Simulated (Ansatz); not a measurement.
Results of PBE (Ansatz, a first-principles code, plane waves, PAW) for rock-salt NaBr.

Settings: plane-wave cutoff 500 eV, 10×10×10 k mesh, gaussian smearing 0.02 eV, scalar-relativistic PAW data made under PBE.

Cell (relaxed at this level):

```yaml
crystal:
  lattice:
    - [0.00000, 3.01709, 3.01709]
    - [3.01709, 0.00000, 3.01709]
    - [3.01709, 3.01709, 0.00000]
  atoms:
    - { symbol: Na, position: [0.00000, 0.00000, 0.00000] }
    - { symbol: Br, position: [0.50000, 0.50000, 0.50000] }
```

### Question
Predict the band gap.

### Answer

- band gap: 4.07 eV (on the SCF k mesh)

Measured, for comparison: band gap 7.1 eV (temperature not stated, not corrected to a static lattice; as tabulated in Aguado et al. (1998), arXiv:cond-mat/9809176).

Spin–orbit coupling is not included.

Computed values are for the static lattice.

Computing time: roughly 11 core-seconds.
